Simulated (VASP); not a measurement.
**CdS in VASP: one cell, several levels of theory**

CdS (zincblende), under +2.0 % biaxial strain in x and y, free along z is computed at one geometry. Runs: PBE, r2SCAN. The results are then set beside those of Ansatz 0.2.0 for the same cell.

Code: VASP 6.6.1. PAW datasets, plane waves. Computed at 0 K without zero-point motion; spin polarisation is off.

### Step 1. The structure to begin with

The cell comes from an earlier relaxation with r2SCAN in another program, then strained, with the atoms relaxed again.

Space group I-4m2 (No. 119), tetragonal; a = 4.240 Å, c = 5.695 Å in the conventional setting, 25.60 Å³ an atom. Cd has 4 S at 2.55 Å; S has 4 Cd at 2.55 Å.

As a file:

Space group I-4m2 (No. 119). a = 4.240 Å, b = 4.240 Å, c = 5.695 Å, α = 90.00°, β = 90.00°, γ = 90.00°
```json
{"atom": "Cd", "site": "2a", "symmetry": "-4m2", "x": "0.0000", "y": "0.0000", "z": "0.0000"}
{"atom": "S", "site": "2c", "symmetry": "-4m2", "x": "0.0000", "y": "0.5000", "z": "0.2500"}
```

### Step 2. PBE

INCAR

```
ENCUT = 520.000000
SIGMA = 0.020000
EDIFF = 1.00e-07
GGA = PE
PREC = Accurate
IBRION = -1
ISIF = 2
ISMEAR = -1
NBANDS = 16
NELM = 120
NSW = 0
LASPH = .TRUE.
LCHARG = .FALSE.
LWAVE = .FALSE.
LREAL = .FALSE.
```

KPOINTS

```
KPOINTS created by Atomic Simulation Environment
0
Gamma
8 8 8
0 0 0
```

KPOINTS_OPT

```
special points
6
Reciprocal
0.0000000000 0.0000000000 0.0000000000 1
-0.5000000000 -0.5000000000 0.0000000000 1
-0.3750000000 -0.3750000000 0.2500000000 1
-0.3750000000 0.0000000000 0.3750000000 1
0.0000000000 0.0000000000 0.5000000000 1
-0.5000000000 -0.2500000000 0.2500000000 1
```

POSCAR

```
Cd S
 1.0000000000000000
     0.0000000000000000    2.9979991399000001    2.8477437577000000
     2.9979991399000001    0.0000000000000000    2.8477437577000000
     2.9979991399000001    2.9979991399000001    0.0000000000000000
 Cd  S
   1   1
Cartesian
  0.0000000000000000  0.0000000000000000  0.0000000000000000
  1.4989995699500001  1.4989995699500001  1.4238718788500000
```

The run uses the recommended PBE PAW datasets (18 valence electrons a neutral cell).

Command:

```bash
$ mpirun -np 1 vasp_std
```

Standard output, without the iteration lines:

```text
POSCAR found type information on POSCAR CdS
 POSCAR found :  2 types and       2 ions
 LDA part: xc-table for (Slater+PW92), standard interpolation
 POSCAR, INCAR and KPOINTS ok, starting setup
 FFT: planning ... GRIDC
 FFT: planning ... GRID_SOFT
 FFT: planning ... GRID
 WAVECAR not read
 entering main loop
 Start KPOINTS_OPT (optional k-point list driver)
k-point batch [1-6\6]
```

OSZICAR:

```text
N       E                     dE             d eps       ncg     rms          rms(c)
DAV:   1     0.109409744371E+03    0.10941E+03   -0.90335E+03  1944   0.102E+03
DAV:   2    -0.246789674443E+01   -0.11188E+03   -0.10537E+03  2392   0.253E+02
DAV:   3    -0.666248196972E+01   -0.41946E+01   -0.41881E+01  2240   0.510E+01
DAV:   4    -0.668920815134E+01   -0.26726E-01   -0.26721E-01  2568   0.403E+00
DAV:   5    -0.668957150172E+01   -0.36335E-03   -0.36335E-03  2216   0.444E-01    0.757E+00
DAV:   6    -0.615625884831E+01    0.53331E+00   -0.85709E-01  2816   0.113E+01    0.616E+00
DAV:   7    -0.613791429321E+01    0.18345E-01   -0.18960E-01  2400   0.298E+00    0.305E+00
DAV:   8    -0.613813186571E+01   -0.21757E-03   -0.16898E-02  2240   0.162E+00    0.283E-01
DAV:   9    -0.613806953992E+01    0.62326E-04   -0.19394E-03  2448   0.631E-01    0.605E-02
DAV:  10    -0.613820711022E+01   -0.13757E-03   -0.24390E-04  2328   0.150E-01    0.705E-02
DAV:  11    -0.613829225518E+01   -0.85145E-04   -0.14068E-04  2272   0.903E-02    0.260E-02
DAV:  12    -0.613828425680E+01    0.79984E-05   -0.23391E-05  2536   0.601E-02    0.965E-03
DAV:  13    -0.613828532070E+01   -0.10639E-05   -0.31942E-06  2304   0.106E-02    0.677E-03
DAV:  14    -0.613828517940E+01    0.14130E-06   -0.24239E-07  2536   0.306E-03    0.454E-03
DAV:  15    -0.613828516720E+01    0.12196E-07   -0.24452E-08  1560   0.976E-04
   1 F= -.61382852E+01 E0= -.61382852E+01  d E =-.157316E-11
       N       E                     dE             ncg
DAV:   1     0.214926906221E+04   -0.30882E+04      200
DAV:   2     0.150973020904E+04   -0.63954E+03      240
DAV:   3     0.148567684049E+04   -0.24053E+02      232
DAV:   4     0.148554209686E+04   -0.13474E+00      264
DAV:   5     0.148554032674E+04   -0.17701E-02      224
DAV:   6     0.148554029055E+04   -0.36187E-04      256
DAV:   7     0.148554028965E+04   -0.90162E-06      256
DAV:   8     0.148554028963E+04   -0.24047E-07      224
```

The lines after F= are the extra pass for the points of KPOINTS_OPT, at fixed density; their E is not a total energy.

From OUTCAR:

```text
k-points           NKPTS =     59   k-points in BZ     NKDIM =     59   number of bands    NBANDS=     16

   NELECT =      18.0000    total number of electrons

   dimension x,y,z NGX =    32 NGY =   32 NGZ =   32
   dimension x,y,z NGXF=    64 NGYF=   64 NGZF=   64

  energy-cutoff  :      520.00
  volume of cell :       51.19
      direct lattice vectors                 reciprocal lattice vectors
     0.000000000  2.997999140  2.847743758    -0.166777900  0.166777900  0.175577595
     2.997999140  0.000000000  2.847743758     0.166777900 -0.166777900  0.175577595
     2.997999140  2.997999140  0.000000000     0.166777900  0.166777900 -0.175577595

 k-points in reciprocal lattice and weights: KPOINTS created by Atomic Simulation Env
   0.00000000  0.00000000  0.00000000       0.002
   0.12500000  0.00000000  0.00000000       0.016
   0.25000000  0.00000000  0.00000000       0.016
   0.37500000  0.00000000  0.00000000       0.016
   0.50000000  0.00000000  0.00000000       0.008
   0.12500000  0.12500000  0.00000000       0.004
   0.25000000  0.12500000  0.00000000       0.016
   0.37500000  0.12500000  0.00000000       0.016
[... 51 more k-points ...]

 E-fermi :   1.5533

 k-point     1 :       0.0000    0.0000    0.0000
  band No.  band energies     occupation
      1     -11.1270      2.00000
      2      -6.5759      2.00000
      3      -6.5759      2.00000
      4      -6.5484      2.00000
      5      -6.1411      2.00000
      6      -6.1235      2.00000
      7       1.0014      2.00000
      8       1.0014      2.00000
      9       1.1371      2.00000
     10       2.1234      0.00000
     11       7.6155      0.00000
     12       7.6155      0.00000
     13       7.6192      0.00000
     14      12.1437      0.00000
     15      12.2688      0.00000
     16      12.7848      0.00000

 k-point     2 :       0.1250    0.0000    0.0000
  band No.  band energies     occupation
      1     -11.0688      2.00000
      2      -6.5557      2.00000
      3      -6.5425      2.00000
      4      -6.5094      2.00000
      5      -6.1401      2.00000
      6      -6.1259      2.00000
      7       0.0388      2.00000
      8       0.8795      2.00000
      9       0.9884      2.00000
     10       2.9632      0.00000
     11       7.3253      0.00000
     12       7.7844      0.00000
     13       7.8423      0.00000
     14      11.6439      0.00000
     15      12.0340      0.00000
     16      12.9935      0.00000

 k-point     3 :       0.2500    0.0000    0.0000
  band No.  band energies     occupation
      1     -10.9276      2.00000
      2      -6.5130      2.00000
      3      -6.4917      2.00000
      4      -6.3335      2.00000
      5      -6.1290      2.00000
      6      -6.1250      2.00000
      7      -1.3713      2.00000
      8       0.6042      2.00000
      9       0.7484      2.00000
     10       3.7607      0.00000
     11       7.2744      0.00000
     12       7.9982      0.00000
     13       8.2389      0.00000
     14      11.5688      0.00000
     15      11.6569      0.00000
     16      12.4599      0.00000

 k-point     4 :       0.3750    0.0000    0.0000
  band No.  band energies     occupation
      1     -10.7865      2.00000
      2      -6.4819      2.00000
      3      -6.4538      2.00000
      4      -6.1219      2.00000
      5      -6.1031      2.00000
      6      -6.0022      2.00000
      7      -2.6003      2.00000
      8       0.3489      2.00000
      9       0.5277      2.00000
     10       3.9883      0.00000
     11       7.9088      0.00000
     12       7.9465      0.00000
     13       8.3888      0.00000
     14      11.8567      0.00000
     15      12.5525      0.00000
     16      12.5579      0.00000

 k-point     5 :       0.5000    0.0000    0.0000
  band No.  band energies     occupation
      1     -10.7285      2.00000
      2      -6.4729      2.00000
      3      -6.4417      2.00000
      4      -6.1098      2.00000
      5      -6.0873      2.00000
      6      -5.7813      2.00000
      7      -3.1568      2.00000
      8       0.2475      2.00000
      9       0.4403      2.00000
     10       3.9947      0.00000
     11       7.8757      0.00000
     12       8.2503      0.00000
     13       8.4722      0.00000
     14      12.0111      0.00000
     15      13.3599      0.00000
     16      13.6880      0.00000

[... the tables of k-points 6 to 59 left out ...]

  Total        0.2806609      0.2806609      0.5489150      0.0000000     -0.0000000      0.0000000
  in kB        8.7841280      8.7841280     17.1799442      0.0000000     -0.0000000      0.0000000
  external PRESSURE =      11.5827334 kB  Pullay stress =       0.0000000 kB

 POSITION                                       TOTAL-FORCE (eV/Angst)
 -----------------------------------------------------------------------------------
      0.00000      0.00000      0.00000        -0.000000     -0.000000     -0.000000
      1.49900      1.49900      1.42387         0.000000      0.000000      0.000000
 -----------------------------------------------------------------------------------
    total drift:                               -0.000001     -0.000001     -0.000000

  FREE ENERGIE OF THE ION-ELECTRON SYSTEM (eV)
  ---------------------------------------------------
  free  energy   TOTEN  =        -6.1382851672 eV

  energy  without entropy=       -6.1382851672  energy(sigma->0) =       -6.13828517
```

Hardware: 1 MPI rank of Intel Xeon Platinum 8488C, shared host.

The levels at the points of KPOINTS_OPT are read from vasprun.xml.

Near the gap, in eV above the top of the last filled band v; c is the band after it:

| point | v−1 | v | c | c+1 |
| --- | --- | --- | --- | --- |
| Γ | -0.14 | 0.00 | 0.99 | 6.48 |
| X | -1.99 | -1.99 | 3.41 | 3.93 |
| U | -2.46 | -1.65 | 3.96 | 5.15 |
| K | -2.49 | -1.46 | 4.25 | 5.36 |
| L | -0.89 | -0.70 | 2.86 | 6.74 |
| W | -2.20 | -2.17 | 5.13 | 5.29 |

The PBE gap is 0.99 eV, direct at Γ. The pressure is 1.16 GPa; the forces vanish within 0.01 eV/Å.

### Step 3. r2SCAN

INCAR

```
ENCUT = 520.000000
SIGMA = 0.010000
EDIFF = 1.00e-07
ALGO = Normal
METAGGA = R2SCAN
PREC = Accurate
IBRION = -1
ISIF = 2
ISMEAR = 0
NBANDS = 16
NELM = 120
NSW = 0
LASPH = .TRUE.
LCHARG = .FALSE.
LWAVE = .FALSE.
LREAL = .FALSE.
```

KPOINTS is that of step 2.

KPOINTS_OPT is that of step 2.

POSCAR is that of step 2.

Command:

```bash
$ mpirun -np 1 vasp_std
```

Printed to the terminal (iteration lines stand in OSZICAR):

```text
POSCAR found type information on POSCAR CdS
 POSCAR found :  2 types and       2 ions
 -----------------------------------------------------------------------------
|                                                                             |
|                                                                             |
|     You enforced a specific xc type in the INCAR file but a different       |
|     I HOPE YOU KNOW WHAT YOU ARE DOING!                                     |
|                                                                             |
 -----------------------------------------------------------------------------

 LDA part: xc-table for (None), standard interpolation
 POSCAR, INCAR and KPOINTS ok, starting setup
 FFT: planning ... GRIDC
 FFT: planning ... GRID_SOFT
 FFT: planning ... GRID
 WAVECAR not read
 entering main loop
 Start KPOINTS_OPT (optional k-point list driver)
k-point batch [1-6\6]
```

OSZICAR:

```text
N       E                     dE             d eps       ncg     rms          rms(c)
DAV:   1     0.831086141547E+02    0.83109E+02   -0.91500E+03  1952   0.104E+03
DAV:   2    -0.305816772949E+02   -0.11369E+03   -0.10688E+03  2376   0.256E+02
DAV:   3    -0.348534079887E+02   -0.42717E+01   -0.42647E+01  2256   0.522E+01
DAV:   4    -0.348792454774E+02   -0.25837E-01   -0.25833E-01  2552   0.402E+00
DAV:   5    -0.348795862108E+02   -0.34073E-03   -0.34073E-03  2224   0.433E-01    0.727E+00
DAV:   6    -0.296944161407E+02    0.51852E+01   -0.31844E+00  1992   0.261E+01    0.866E+00
DAV:   7    -0.296621172623E+02    0.32299E-01   -0.28979E-01  2400   0.545E+00    0.529E+00
DAV:   8    -0.296769829312E+02   -0.14866E-01   -0.61119E-02  2240   0.273E+00    0.121E+00
DAV:   9    -0.296811119168E+02   -0.41290E-02   -0.61438E-03  2472   0.667E-01    0.182E-01
DAV:  10    -0.296813606117E+02   -0.24869E-03   -0.23635E-03  2344   0.493E-01    0.169E-01
DAV:  11    -0.296813007666E+02    0.59845E-04   -0.14875E-04  2264   0.177E-01    0.987E-02
DAV:  12    -0.296812780510E+02    0.22716E-04   -0.17692E-04  2328   0.148E-01    0.399E-02
DAV:  13    -0.296812770505E+02    0.10005E-05   -0.36181E-06  2384   0.250E-02    0.649E-03
DAV:  14    -0.296812767125E+02    0.33800E-06   -0.27146E-07  2408   0.545E-03    0.199E-03
DAV:  15    -0.296812766553E+02    0.57145E-07   -0.33988E-08  1368   0.137E-03
   1 F= -.29681277E+02 E0= -.29681277E+02  d E =-.590718E-39
       N       E                     dE             ncg
DAV:   1     0.212005206741E+04   -0.31174E+04      200
DAV:   2     0.146181874568E+04   -0.65823E+03      240
DAV:   3     0.143704160585E+04   -0.24777E+02      232
DAV:   4     0.143690727362E+04   -0.13433E+00      264
DAV:   5     0.143690549799E+04   -0.17756E-02      224
DAV:   6     0.143690546145E+04   -0.36540E-04      256
DAV:   7     0.143690546051E+04   -0.93950E-06      248
DAV:   8     0.143690546049E+04   -0.26001E-07      224
```

From OUTCAR:

```text
k-points           NKPTS =     59   k-points in BZ     NKDIM =     59   number of bands    NBANDS=     16

   NELECT =      18.0000    total number of electrons

   dimension x,y,z NGX =    32 NGY =   32 NGZ =   32
   dimension x,y,z NGXF=    64 NGYF=   64 NGZF=   64

  energy-cutoff  :      520.00
  volume of cell :       51.19
      direct lattice vectors                 reciprocal lattice vectors
     0.000000000  2.997999140  2.847743758    -0.166777900  0.166777900  0.175577595
     2.997999140  0.000000000  2.847743758     0.166777900 -0.166777900  0.175577595
     2.997999140  2.997999140  0.000000000     0.166777900  0.166777900 -0.175577595

 k-points in reciprocal lattice and weights: KPOINTS created by Atomic Simulation Env
   0.00000000  0.00000000  0.00000000       0.002
   0.12500000  0.00000000  0.00000000       0.016
   0.25000000  0.00000000  0.00000000       0.016
   0.37500000  0.00000000  0.00000000       0.016
   0.50000000  0.00000000  0.00000000       0.008
   0.12500000  0.12500000  0.00000000       0.004
   0.25000000  0.12500000  0.00000000       0.016
   0.37500000  0.12500000  0.00000000       0.016
[... 51 more k-points ...]

 E-fermi :   0.9625

 k-point     1 :       0.0000    0.0000    0.0000
  band No.  band energies     occupation
      1     -11.8920      2.00000
      2      -7.0809      2.00000
      3      -7.0809      2.00000
      4      -7.0528      2.00000
      5      -6.6141      2.00000
      6      -6.5987      2.00000
      7       0.7351      2.00000
      8       0.7351      2.00000
      9       0.8736      2.00000
     10       2.2980      0.00000
     11       7.8802      0.00000
     12       7.8811      0.00000
     13       7.8811      0.00000
     14      12.3957      0.00000
     15      12.5173      0.00000
     16      13.0389      0.00000

 k-point     2 :       0.1250    0.0000    0.0000
  band No.  band energies     occupation
      1     -11.8333      2.00000
      2      -7.0597      2.00000
      3      -7.0459      2.00000
      4      -7.0101      2.00000
      5      -6.6129      2.00000
      6      -6.6010      2.00000
      7      -0.1810      2.00000
      8       0.6111      2.00000
      9       0.7229      2.00000
     10       3.0960      0.00000
     11       7.5513      0.00000
     12       8.0542      0.00000
     13       8.1127      0.00000
     14      11.8596      0.00000
     15      12.2486      0.00000
     16      13.2469      0.00000

 k-point     3 :       0.2500    0.0000    0.0000
  band No.  band energies     occupation
      1     -11.6910      2.00000
      2      -7.0145      2.00000
      3      -6.9927      2.00000
      4      -6.8226      2.00000
      5      -6.6018      2.00000
      6      -6.5998      2.00000
      7      -1.6320      2.00000
      8       0.3302      2.00000
      9       0.4781      2.00000
     10       3.9370      0.00000
     11       7.4534      0.00000
     12       8.2512      0.00000
     13       8.5100      0.00000
     14      11.7992      0.00000
     15      11.8536      0.00000
     16      12.6317      0.00000

 k-point     4 :       0.3750    0.0000    0.0000
  band No.  band energies     occupation
      1     -11.5486      2.00000
      2      -6.9805      2.00000
      3      -6.9519      2.00000
      4      -6.5970      2.00000
      5      -6.5759      2.00000
      6      -6.4770      2.00000
      7      -2.9045      2.00000
      8       0.0689      2.00000
      9       0.2523      2.00000
     10       4.1804      0.00000
     11       8.0805      0.00000
     12       8.1575      0.00000
     13       8.6210      0.00000
     14      12.0256      0.00000
     15      12.8418      0.00000
     16      12.8659      0.00000

 k-point     5 :       0.5000    0.0000    0.0000
  band No.  band energies     occupation
      1     -11.4901      2.00000
      2      -6.9703      2.00000
      3      -6.9385      2.00000
      4      -6.5846      2.00000
      5      -6.5603      2.00000
      6      -6.2499      2.00000
      7      -3.4784      2.00000
      8      -0.0350      2.00000
      9       0.1627      2.00000
     10       4.1853      0.00000
     11       8.0695      0.00000
     12       8.4565      0.00000
     13       8.6411      0.00000
     14      12.2162      0.00000
     15      13.7114      0.00000
     16      14.0637      0.00000

[... the tables of k-points 6 to 59 left out ...]

  Total       -0.1777989     -0.1777989      0.0936082      0.0000000     -0.0000000      0.0000000
  in kB       -5.5647499     -5.5647499      2.9297485      0.0000000     -0.0000000      0.0000000
  external PRESSURE =      -2.7332504 kB  Pullay stress =       0.0000000 kB

 POSITION                                       TOTAL-FORCE (eV/Angst)
 -----------------------------------------------------------------------------------
      0.00000      0.00000      0.00000        -0.000000     -0.000000      0.000000
      1.49900      1.49900      1.42387         0.000000      0.000000      0.000000
 -----------------------------------------------------------------------------------
    total drift:                               -0.000009     -0.000009      0.000001

  FREE ENERGIE OF THE ION-ELECTRON SYSTEM (eV)
  ---------------------------------------------------
  free  energy   TOTEN  =       -29.6812766553 eV

  energy  without entropy=      -29.6812766553  energy(sigma->0) =      -29.68127666
```

Hardware: 1 MPI rank of Intel Xeon Platinum 8488C, shared host.

The levels at the points of KPOINTS_OPT are read from vasprun.xml.

Levels at the named points, in eV from the top of band v (v: the last filled band by count, c: the next):

| point | v−1 | v | c | c+1 |
| --- | --- | --- | --- | --- |
| Γ | -0.14 | 0.00 | 1.42 | 7.01 |
| X | -2.03 | -2.03 | 3.69 | 4.32 |
| U | -2.52 | -1.69 | 4.31 | 5.55 |
| K | -2.55 | -1.49 | 4.62 | 5.79 |
| L | -0.91 | -0.71 | 3.31 | 7.20 |
| W | -2.24 | -2.24 | 5.57 | 5.65 |

The r2SCAN gap is 1.42 eV, direct at Γ. Pressure: -0.27 GPa; the forces vanish within 0.01 eV/Å.

### Step 4. What came out

```
 level  gap (eV)  pressure (GPa)  Ansatz: gap (eV)  Ansatz: pressure (GPa)
   PBE      0.99            1.16              0.98                    0.85
r2SCAN      1.42           -0.27              1.43                   -0.57
```

**Reading.** The gap spans 0.99 eV (PBE) to 1.42 eV (r2SCAN). At this one volume the pressure spans -0.3 GPa (r2SCAN) to 1.2 GPa (PBE): PBE wants the largest cell and r2SCAN the smallest. The two programs agree on the gap within 0.01 eV, far less than the spread between functionals. Each program uses its own PAW datasets and cutoff. VASP's cell holds 18 valence electrons and Ansatz's 26.
